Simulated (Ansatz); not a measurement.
Runs of Ansatz 0.2.0 on MgSe. It takes space group Fm-3m (No. 225, cubic). The conventional cell has a = 5.451 Å, b = 5.451 Å, c = 5.451 Å, α = 90.00°, β = 90.00°, γ = 90.00°. Se (site symmetry m-3m) is surrounded by 6 Mg at 2.73 Å. Mg (site symmetry m-3m) is surrounded by 6 Se at 2.73 Å. 

```csv
task,level,spin,k mesh,cutoff (eV),smearing,points for each segment of the path,gap on the mesh (eV),pressure (GPa)
single point,PBE,off,8 × 8 × 8,420,gaussian 0.023 eV,-,1.82,2.0
single point,PBE,off,8 × 8 × 8,420,gaussian 0.013 eV,-,1.82,2.0
single point,PBE,off,8 × 8 × 8,420,gaussian 0.014 eV,-,1.82,2.0
band structure,r2SCAN,"SOC, no magnetisation",6 × 6 × 6,500,fermi-dirac 0.05 eV,14,(a),0.8
single point,PBE,off,8 × 8 × 8,420,gaussian 0.018 eV,-,1.82,2.0
```

Alike in all rows: potentials or basis Ansatz PAW; cell as given.

Question: Fill in the values left out.

Answer: (a) 2.36.

Caveats: the PAW data sets come from PBE, with cores solved anew for the run's functional, which leaves a small shift of forces and pressure (some runs).

A k mesh can miss the band edges, and rows without SOC leave out spin-orbit coupling on Se.
